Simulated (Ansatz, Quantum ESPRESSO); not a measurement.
# AlP (F-43m): phonons by linear response, part 2 of 4

Aim: the phonon dispersion of AlP (F-43m), checked by a second program.

Quantum ESPRESSO 7.5; DFT PBE, scalar-relativistic, plane waves, GBRV ultrasoft pseudopotentials.

So far. Step 2 (A first look): A gap of 1.6 eV opens on this mesh, so the crystal is taken as an insulator; the start stands at 2.7 GPa. Step 4 (Self-consistent run for the response): The cell stands at 0.004 GPa, close enough for phonons. The relaxed cell has a = 5.505 Å (conventional setting).

The database entry behind the starting cell differs from later determinations by our own check (0.1 to 0.3 % short, probably kX units), so it need not match the best structure at ambient conditions.

**5. Phonons on a q mesh**

Linear response treats each wavevector in the unit cell, with no supercell; the 4×4×4 mesh fixes the range of the force constants to be had.

ph.in

```
phonons
 &inputph
    prefix='x',
    outdir='./tmp',
    fildyn='x.dyn',
    tr2_ph=1.0d-18,
    epsil=.true.,
    ldisp=.true.,
    nq1=4,
    nq2=4,
    nq3=4,
 /
```

Launch:

```sh
> OMP_NUM_THREADS=1 mpirun -n 4 ph.x -nk 4 -in ph.in > ph.out
```

Numbers of over 12 decimals in the logs are rounded to 6 here.

Output:

```text
[banners, grids, parts of the stress and lines that vanish by symmetry left out]
[banner, memory and clock lines left out]
Program PHONON v.7.5

[...]
Exchange-correlation= PBE
                           (   1   4   3   4   0   0   0)
[...]
(   8 q-points):
[...]
kinetic-energy cut-off    =      40.0000  Ry
     charge density cut-off    =     240.0000  Ry
     convergence threshold     =      1.0E-18
[...]
Exchange-correlation= PBE
                           (   1   4   3   4   0   0   0)
[...]
q = (   0.0000000   0.0000000   0.0000000 )
     25 Sym.Ops. (with q -> -q+G )
     G cutoff =  658.0059  (  17573 G-vectors)     FFT grid: ( 40, 40, 40)
     G cutoff =  438.6706  (   9577 G-vectors)  smooth grid: ( 30, 30, 30)
     number of k points=    29
[...]
Mode symmetry, T_d (-43m)  point group:
[...]
Dielectric constant
[...]
End of electric fields calculation
          Dielectric constant in cartesian axis
          (       8.372449814      -0.000000000       0.000000000 )
          (      -0.000000000       8.372449814       0.000000000 )
          (       0.000000000       0.000000000       8.372449814 )
          Effective charges (d Force / dE) in cartesian axis without acoustic sum rule applied (asr)
           atom    1  Al    Mean Z*:        2.23500
      Ex  (        2.23500       -0.00000        0.00000 )
      Ey  (       -0.00000        2.23500        0.00000 )
      Ez  (        0.00000       -0.00000        2.23500 )
           atom    2  P     Mean Z*:       -2.27876
      Ex  (       -2.27876       -0.00000        0.00000 )
      Ey  (        0.00000       -2.27876       -0.00000 )
      Ez  (        0.00000        0.00000       -2.27876 )
          Effective charges Sum: Mean:       -0.04376
[...]
Effective charges (d Force / dE) in cartesian axis with asr applied:
           atom    1  Al    Mean Z*:        2.25688
[...]
atom    2  P     Mean Z*:       -2.25688
[...]
Representation #   1 modes #   1   2   3
[...]
End of self-consistent calculation
     Convergence has been achieved
     Representation #   2 modes #   4   5   6
[...]
End of self-consistent calculation
     Convergence has been achieved
[...]
Dielectric constant in cartesian axis
          (       8.372449814      -0.000000000       0.000000000 )
          (      -0.000000000       8.372449814       0.000000000 )
          (       0.000000000       0.000000000       8.372449814 )
          Effective charges (d Force / dE) in cartesian axis without acoustic sum rule applied (asr)
           atom    1  Al    Mean Z*:        2.23500
      Ex  (        2.23500       -0.00000        0.00000 )
      Ey  (       -0.00000        2.23500        0.00000 )
      Ez  (        0.00000       -0.00000        2.23500 )
           atom    2  P     Mean Z*:       -2.27876
      Ex  (       -2.27876       -0.00000        0.00000 )
      Ey  (        0.00000       -2.27876       -0.00000 )
      Ez  (        0.00000        0.00000       -2.27876 )
          Effective charges Sum: Mean:       -0.04376
[...]
Effective charges (d Force / dE) in cartesian axis with asr applied:
           atom    1  Al    Mean Z*:        2.25688
[...]
atom    2  P     Mean Z*:       -2.25688
[...]
Effective charges (d P / du) in cartesian axis
[...]
q = (    0.000000000   0.000000000   0.000000000 )
[...]
freq (    1) =      -0.108190 [THz] =      -3.608837 [cm-1]
     freq (    2) =      -0.108190 [THz] =      -3.608837 [cm-1]
     freq (    3) =      -0.108190 [THz] =      -3.608837 [cm-1]
     freq (    4) =      12.801219 [THz] =     427.002712 [cm-1]
     freq (    5) =      12.801219 [THz] =     427.002712 [cm-1]
     freq (    6) =      12.801219 [THz] =     427.002712 [cm-1]
[...]
Mode symmetry, T_d (-43m)  point group:
     freq (   1-   3) =         -3.6  [cm-1]   --> T_2  G_15 P_4   I+R
     freq (   4-   6) =        427.0  [cm-1]   --> T_2  G_15 P_4   I+R
[...]
Mode symmetry, C_3v (3m)   point group:
[...]
Representation #   1 mode #   1
[...]
End of self-consistent calculation
     Convergence has been achieved
     Representation #   2 mode #   2
[...]
End of self-consistent calculation
     Convergence has been achieved
     Representation #   3 modes #   3   4
[...]
Convergence has been achieved
     Representation #   4 modes #   5   6
[...]
Convergence has been achieved
[...]
q = (   -0.250000000   0.250000000  -0.250000000 )
[...]
freq (    1) =       2.588304 [THz] =      86.336523 [cm-1]
     freq (    2) =       2.588304 [THz] =      86.336523 [cm-1]
     freq (    3) =       6.226127 [THz] =     207.681228 [cm-1]
     freq (    4) =      12.497528 [THz] =     416.872648 [cm-1]
     freq (    5) =      12.497528 [THz] =     416.872648 [cm-1]
     freq (    6) =      13.591718 [THz] =     453.370899 [cm-1]
[...]
Mode symmetry, C_3v (3m)   point group:
     freq (   1-   2) =         86.3  [cm-1]   --> E    L_3
     freq (   3-   3) =        207.7  [cm-1]   --> A_1  L_1
     freq (   4-   5) =        416.9  [cm-1]   --> E    L_3
     freq (   6-   6) =        453.4  [cm-1]   --> A_1  L_1
[...]
Mode symmetry, C_3v (3m)   point group:
[...]
Representation #   1 mode #   1
[...]
Convergence has been achieved
     Representation #   2 mode #   2
[...]
Convergence has been achieved
     Representation #   3 modes #   3   4
[...]
Convergence has been achieved
     Representation #   4 modes #   5   6
[...]
Convergence has been achieved
[...]
q = (    0.500000000  -0.500000000   0.500000000 )
[...]
freq (    1) =       3.225339 [THz] =     107.585737 [cm-1]
     freq (    2) =       3.225339 [THz] =     107.585737 [cm-1]
[...]
Mode symmetry, C_3v (3m)   point group:
     freq (   1-   2) =        107.6  [cm-1]   --> E    L_3
     freq (   3-   3) =        333.6  [cm-1]   --> A_1  L_1
     freq (   4-   4) =        389.6  [cm-1]   --> A_1  L_1
     freq (   5-   6) =        412.7  [cm-1]   --> E    L_3
[...]
Mode symmetry, C_2v (mm2)  point group:
[...]
Convergence has been achieved
[...]
Convergence has been achieved
[...]
Convergence has been achieved
[...]
Convergence has been achieved
[...]
q = (    0.000000000   0.500000000   0.000000000 )
[...]
Mode symmetry, C_2v (mm2)  point group:
     freq (   1-   1) =        119.2  [cm-1]   --> B_1  D_3  S_3
     freq (   2-   2) =        119.2  [cm-1]   --> B_2  D_4  S_4
     freq (   3-   3) =        212.6  [cm-1]   --> A_1  D_1  S_1
     freq (   4-   4) =        406.3  [cm-1]   --> B_1  D_3  S_3
     freq (   5-   5) =        406.3  [cm-1]   --> B_2  D_4  S_4
     freq (   6-   6) =        460.3  [cm-1]   --> A_1  D_1  S_1
[...]
Mode symmetry, C_s (m)     point group:
[...]
q = (    0.750000000  -0.250000000   0.750000000 )
[...]
Mode symmetry, C_s (m)     point group:
     freq (   1-   1) =        135.8  [cm-1]   --> A''
     freq (   2-   2) =        180.1  [cm-1]   --> A'
     freq (   3-   3) =        293.1  [cm-1]   --> A'
     freq (   4-   4) =        386.5  [cm-1]   --> A'
     freq (   5-   5) =        401.4  [cm-1]   --> A''
     freq (   6-   6) =        420.4  [cm-1]   --> A'
[...]
Mode symmetry, C_s (m)     point group:
[...]
q = (    0.500000000   0.000000000   0.500000000 )
[...]
Mode symmetry, C_s (m)     point group:
     freq (   1-   1) =        125.0  [cm-1]   --> A''
     freq (   2-   2) =        178.0  [cm-1]   --> A'
     freq (   3-   3) =        262.0  [cm-1]   --> A'
     freq (   4-   4) =        389.9  [cm-1]   --> A'
     freq (   5-   5) =        405.5  [cm-1]   --> A''
     freq (   6-   6) =        429.5  [cm-1]   --> A'
[...]
Mode symmetry, D_2d (-42m) point group:
[...]
Representation #   3 modes #   3   4
[...]
Convergence has been achieved
     Representation #   4 modes #   5   6
[...]
Convergence has been achieved
[...]
q = (    0.000000000  -1.000000000   0.000000000 )
[...]
freq (    5) =      11.914409 [THz] =     397.421889 [cm-1]
     freq (    6) =      12.085345 [THz] =     403.123727 [cm-1]
[...]
Mode symmetry, D_2d (-42m) point group:
     freq (   1-   2) =        145.1  [cm-1]   --> E    X_5  W_3
     freq (   3-   3) =        346.5  [cm-1]   --> A_1  X_1  W_1
     freq (   4-   5) =        397.4  [cm-1]   --> E    X_5  W_3
     freq (   6-   6) =        403.1  [cm-1]   --> B_2  X_3  W_2
[...]
Mode symmetry, S_4 (-4)    point group:
[...]
Convergence has been achieved
[...]
Convergence has been achieved
[...]
Convergence has been achieved
[...]
Convergence has been achieved
     Representation #   5 mode #   5
[...]
End of self-consistent calculation
     Convergence has been achieved
     Representation #   6 mode #   6
[...]
End of self-consistent calculation
     Convergence has been achieved
[...]
q = (   -0.500000000  -1.000000000   0.000000000 )
[...]
freq (    1) =       5.256975 [THz] =     175.353813 [cm-1]
     freq (    2) =       5.862754 [THz] =     195.560411 [cm-1]
     freq (    3) =       9.469600 [THz] =     315.871854 [cm-1]
     freq (    4) =      10.475869 [THz] =     349.437367 [cm-1]
     freq (    5) =      12.005523 [THz] =     400.461147 [cm-1]
     freq (    6) =      12.453178 [THz] =     415.393304 [cm-1]
[...]
Mode symmetry, S_4 (-4)    point group:
     freq (   1-   1) =        175.4  [cm-1]   --> B    W_3
     freq (   2-   2) =        195.6  [cm-1]   --> E*   W_2
     freq (   3-   3) =        315.9  [cm-1]   --> A    W_1
     freq (   4-   4) =        349.4  [cm-1]   --> E    W_4
     freq (   5-   5) =        400.5  [cm-1]   --> E*   W_2
     freq (   6-   6) =        415.4  [cm-1]   --> B    W_3
```

Elapsed: 11 min, on 4 MPI ranks of Arm Neoverse V2, shared host; 43 min of CPU time.

Numbers from this step:

```
miss of the charge sum rule                                        : 0.04376 e
largest acoustic frequency at the zone centre before the sum rule  : -3.61 cm⁻¹
highest optical zone-centre mode (no LO-TO term)                   : 427 cm⁻¹
lowest optical zone-centre mode                                    : 427 cm⁻¹
mean high-frequency dielectric constant                            : 8.372
largest Born charge in size (third of the trace)                   : 2.279 e
lowest mode on the q mesh (acoustic ones at the zone centre apart) : 86.34 cm⁻¹
```

Frequencies (cm⁻¹) at each irreducible wavevector; negative means imaginary. Frequencies by wavevector:

```tsv
q (fractions)	star	mode 1	mode 2	mode 3	mode 4	mode 5	mode 6
0 0 0	1	-3.61	-3.61	-3.61	427	427	427
0 0 0.25	8	86.34	86.34	207.7	416.9	416.9	453.4
0 0 -0.5	4	107.6	107.6	333.6	389.6	412.6	412.6
0 0.25 0.25	6	119.2	119.2	212.6	406.3	406.3	460.3
0 0.25 -0.5	24	135.8	180.1	293.1	386.5	401.4	420.4
0 0.25 -0.25	12	125	178	262	389.9	405.5	429.5
0 -0.5 -0.5	3	145.1	145.1	346.6	397.4	397.4	403.1
0.25 -0.5 -0.25	6	175.3	195.6	315.9	349.4	400.5	415.4
```

Optical modes; normalised displacements of the dynamical-matrix file. The modes at Γ (shares of kinetic energy by element, %):

```tsv
mode	frequency (cm⁻¹)	symmetry	Al %	P %
1	427.0	T2	53	47
2	427.0	T2	53	47
3	427.0	T2	53	47
```

Displacements in mode 2 (427.0 cm⁻¹), the largest set to 1:
```
Al1  0.54 -1.00  0.00
P2  -0.47  0.87  0.00
```

Born charge (rows field, columns displacement), before the sum rule (e), principal values of the symmetric part by kind of site:

```tsv
atom	atoms with these values	low	middle	high	mean
Al1	1	2.23	2.23	2.23	2.23
P2	1	-2.28	-2.28	-2.28	-2.28
```

In full for P2:

```
-2.28  0.00  0.00
 0.00 -2.28  0.00
 0.00  0.00 -2.28
```

High-frequency dielectric tensor:

```
8.37 0.00 0.00
0.00 8.37 0.00
0.00 0.00 8.37
```

The acoustic modes at Γ come out as far as 3.6 cm⁻¹ from zero, where they should vanish, a small numerical error; the Born charges miss their sum rule by 0.044 e, which is fair.

**6. Force constants in real space**

The dynamical matrices of the mesh are Fourier-transformed to force constants in real space, after the long-range dipole part is taken out.

q2r.in

```
 &input
    fildyn='x.dyn',
    zasr='simple',
    flfrc='x.fc',
 /
```

Launch:

```sh
> q2r.x < q2r.in > q2r.out
```

Output:

```text
[banners, grids, parts of the stress and lines that vanish by symmetry left out]
[banner, memory and clock lines left out]
Program Q2R v.7.5

  reading grid info from file x.dyn0

  reading force constants from file x.dyn1
 macroscopic fields = T
   8.37245  -0.00000   0.00000
  -0.00000   8.37245   0.00000
[...]
na=            1
[...]
na=            2
[...]
0.00000  -2.27876  -0.00000
   0.00000   0.00000  -2.27876
  alpha Ewald:    2.741691
  nqs=            1
 q=   0.00000000  0.00000000  0.00000000
  reading force constants from file x.dyn2
  alpha Ewald:    2.741691
  nqs=            8
 q=  -0.25000000  0.25000000 -0.25000000
[...]
reading force constants from file x.dyn7
  alpha Ewald:    2.741691
  nqs=            3
[...]
reading force constants from file x.dyn8
  alpha Ewald:    2.741691
  nqs=            6
[...]
q=   0.00000000 -0.50000000 -1.00000000
 q=   0.00000000  0.50000000 -1.00000000

      q-space grid ok, #points =   64

      fft-check success (sum of imaginary terms < 10^-12)
```

It took 0.48 s on 1 thread.

**7. Interpolated phonon bands**

From the force constants any wavevector is cheap; points of the mesh come back as solved, but for the sum rule and, in polar crystals, the LO-TO term at Γ; the rest is interpolation.

matdyn.in

```
 &input
    asr='simple',
    flfrc='x.fc',
    flfrq='x.freq',
    flvec='x.modes',
    q_in_band_form=.true.,
    q_in_cryst_coord=.true.,
 /
8
  0.0000000   0.0000000   0.0000000  12  ! GAMMA
  0.0000000   0.5000000   0.5000000  12  ! X
  0.0000000   0.6250000   0.3750000   1  ! U
 -0.3750000   0.3750000  -0.0000000  12  ! K
  0.0000000   0.0000000   0.0000000  12  ! GAMMA
  0.0000000   0.5000000  -0.0000000  12  ! L
 -0.2500000   0.5000000   0.2500000  12  ! W
  0.0000000   0.5000000   0.5000000   1  ! X
```

Launch:

```sh
> matdyn.x -in matdyn.in > matdyn.out
```

Output:

```text
[banner, memory and clock lines left out]
Program MATDYN v.7.5

 mass for atomic type   1 not given; uses mass from file x.fc
 mass for atomic type   2 not given; uses mass from file x.fc
```

Run time: 0.48 s. Hardware: 1 thread.

This step gave:

- lowest frequency on the path: 0 cm⁻¹

Matdyn.x, sum rule simple. The phonon branches at the labelled points (cm⁻¹):

```tsv
point	branch 1	branch 2	branch 3	branch 4	branch 5	branch 6
Γ	0	0	0	427	427	482
halfway	119	119	213	406	406	460
X	145	145	346	397	397	403
halfway	146	163	338	386	398	408
U	146	191	322	364	398	418
jump to K	146	191	322	364	398	418
halfway	101	148	217	413	413	440
Γ	0	0	0	427	427	482
halfway	86	86	208	417	417	453
L	108	108	334	390	413	413
halfway	140	173	307	371	405	420
W	175	196	316	350	400	415
halfway	159	169	331	375	403	408
X	145	145	346	397	397	403
```

The phonon branches as a text plot (rows in cm⁻¹):

```
    472 |******                   **********
    452 |      ***               *          **
    432 |***      *       *******  *******    *
    412 |   *****  *******   *******      ***********************
    391 |        ************ *                  ****    ****  **
    371 |               **  **                       ***     **
    351 |            **   **                            *****  **
    331 |           *  ***                       ****        **
    311 |          *      **                    *    ********
    291 |         *         **                 *
    271 |        *            *               *
    251 |       *
    231 |                      *             *
    211 |      *                *           *
    191 |     *          *****   *                     ******
    171 |               *     **           *         ** *******
    151 |    *    **********    * *       *            *      ***
    130 |       **          ***  * *                ***
    110 |   * **               ** *      *    *******
     90 |    *                   *  *       **
     70 |  **                     **    * **
     50 |  *                       ****  *
     30 | *                         *** *
     10 |*                           ***
         Γ           X  U|K            Γ         L        W     X
```

All branches are real along the path.

**8. Density of states**

Sums over the zone need many more wavevectors than were solved, so the interpolation is sampled on a dense mesh.

matdyn.in

```
 &input
    asr='simple',
    flfrc='x.fc',
    dos=.true.,
    fldos='x.dos',
    nk1=14,
    nk2=14,
    nk3=14,
    deltaE=1.0,
 /
```

Launch:

```sh
> matdyn.x -in matdyn.in > matdyn.out
```

Output:

```text
[banner, memory and clock lines left out]
Program MATDYN v.7.5

 mass for atomic type   1 not given; uses mass from file x.fc
 mass for atomic type   2 not given; uses mass from file x.fc
```

Wall time 3 s (1 thread).

This step gave:

| Property | Result |
| --- | --- |
| share of modes beyond 3i cm⁻¹ on the dense interpolated mesh | 0 |
| zero-point energy per atom | 55.2 meV |
| heat capacity at 300 K | 20.73 J/(mol atoms K) |
| vibrational entropy at 300 K | 21.30 J/(mol atoms K) |

The phonon density of states has structure finer than the step of the table below, so its rows give means over 10 cm⁻¹, whole bins alone (the curve runs from 0 to 480 cm⁻¹). Peaks (cm⁻¹: height): total 147.0: 0.0357, 306.0: 0.0223, 402.0: 0.104, 420.0: 0.0919; Al 147.0: 0.0187, 402.0: 0.0529, 420.0: 0.0435; P 147.0: 0.0170, 306.0: 0.0162, 402.0: 0.0510, 420.0: 0.0484.

Tetrahedra. Phonon density of states against wavenumber; means over each step; values in 1/cm⁻¹/cell:

```tsv
wavenumber (cm⁻¹)	total	Al	P
10	2.3e-5	9.0e-6	9.0e-6
20	7.7e-5	3.7e-5	4.0e-5
30	2.9e-4	1.3e-4	1.5e-4
40	6.4e-4	3.0e-4	3.4e-4
50	1.0e-3	4.7e-4	5.3e-4
60	0.00177	8.4e-4	9.3e-4
70	0.00250	0.00118	0.00132
80	0.00359	0.00171	0.00188
90	0.00522	0.00250	0.00272
100	0.00794	0.00383	0.00411
110	0.0153	0.00742	0.00785
120	0.0193	0.00949	0.00981
130	0.0218	0.0109	0.0109
140	0.0276	0.0141	0.0135
150	0.0299	0.0157	0.0142
160	0.0213	0.0114	0.00994
170	0.0174	0.00936	0.00806
180	0.0167	0.00901	0.00765
190	0.0161	0.00882	0.00730
200	0.00225	0.00103	0.00122
210	0.00220	9.6e-4	0.00125
220	0.00257	0.00111	0.00147
230	0.00303	0.00129	0.00175
240	0.00361	0.00151	0.00210
250	0.00423	0.00174	0.00249
260	0.00508	0.00204	0.00304
270	0.00613	0.00238	0.00374
280	0.00756	0.00281	0.00475
290	0.0101	0.00348	0.00662
300	0.0165	0.00500	0.0115
310	0.0171	0.00408	0.0130
320	0.00782	0.00138	0.00644
330	0.00283	3.3e-4	0.00250
340	7.0e-4	4.6e-5	6.5e-4
350	6.5e-4	5.7e-4	7.3e-5
360	0.00842	0.00672	0.00170
370	0.0144	0.0104	0.00395
380	0.0162	0.0109	0.00526
390	0.0184	0.0113	0.00703
400	0.0649	0.0333	0.0316
410	0.0681	0.0353	0.0328
420	0.0668	0.0323	0.0345
430	0.0184	0.00955	0.00882
440	0.00863	0.00479	0.00383
450	0.00627	0.00351	0.00276
460	0.00479	0.00266	0.00213
470	0.00336	0.00184	0.00152
```

Harmonic thermodynamic functions per atom, summed over the density of states scaled to three modes an atom; melting is ignored. Thermodynamic functions:

```tsv
T (K)	F_vib (meV/atom)	S (J/mol-atom/K)	C_V (J/mol-atom/K)
0	55.2	0	0
50	55.07	1.024	2.818
100	53.63	4.745	8.534
200	44.12	13.59	17
300	25.9	21.3	20.73
400	0.49	27.52	22.41
500	-30.76	32.62	23.27
600	-66.86	36.91	23.76
700	-107.1	40.6	24.06
800	-150.9	43.83	24.27
900	-197.8	46.69	24.41
1000	-247.6	49.27	24.5
```

At 300 K the heat capacity has reached 83 % of the Dulong-Petit value.

**9. Zone-centre analysis**

A rigid shift of the crystal must cost nothing, but grids and finite bases break this; the acoustic sum rule is imposed before the matrix is diagonalised again. With Born charges the intensities follow, and the static dielectric tensor.

dynmat.in

```
 &input
    fildyn='x.dyn1',
    asr='simple',
    lperm=.true.,
 /
```

Launch:

```sh
> dynmat.x -in dynmat.in > dynmat.out
```

Output:

```text
[banner, memory and clock lines left out]
Program DYNMAT v.7.5

     Reading Dynamical Matrix from file x.dyn1
     ...Force constants read
     ...epsilon and Z* read
     A direction for q was not specified:TO-LO splitting will be absent

     Polarizability (A^3 units)
     multiply by 0.289228 for Clausius-Mossotti correction
        24.474439   -0.000000    0.000000
        -0.000000   24.474439    0.000000
         0.000000    0.000000   24.474439

     IR activities are in (D/A)^2/amu units

# mode   [cm-1]    [THz]      IR
    1     -0.00   -0.0000    0.0000
    2     -0.00   -0.0000    0.0000
    3     -0.00   -0.0000    0.0000
    4    427.02   12.8018    8.1492
    5    427.02   12.8018    8.1492
    6    427.02   12.8018    8.1492

Electronic dielectric permittivity tensor (relative, adimensional)
         8.372450   -0.000000    0.000000
        -0.000000    8.372450    0.000000
         0.000000    0.000000    8.372450

 ... with zone-center polar mode contributions
        10.657319    0.000000    0.000000
         0.000000   10.657319    0.000000
         0.000000    0.000000   10.657319
```

Elapsed: 0.47 s, on 1 thread.

This step gave:

```
highest optical zone-centre mode (no LO-TO term) : 427.0 cm⁻¹
lowest optical zone-centre mode                  : 427.0 cm⁻¹
mean static dielectric constant                  : 10.66
```

Zone-centre frequencies as printed; negative means imaginary. Modes:

```tsv
mode	frequency (cm⁻¹)
1	0
2	0
3	0
4	427
5	427
6	427
```

Degenerate modes summed, no LO-TO term. Lines of the infrared spectrum (strongest = 100):

```tsv
position (cm⁻¹)	lines merged	label	IR intensity, relative
427	3	T2	100
```

Static dielectric tensor (ions relaxed, fixed cell):

```
10.66  0.00  0.00
 0.00 10.66  0.00
 0.00  0.00 10.66
```

The rule moves no optical mode by more than 0.1 cm⁻¹.

(Continued in part 3 of 4.)

[Host names and launcher messages were left out of these logs when they were recorded.]

[Logs are printed without paths, hosts, clocks, repeated set-up lines and the standing remarks that a program may print on its own settings, such as how far it seeks lower states.]

[Hosts, paths, dates, database ids (printed as entryN), source tags and the programs' standing remarks are cut or masked in the printed files.]
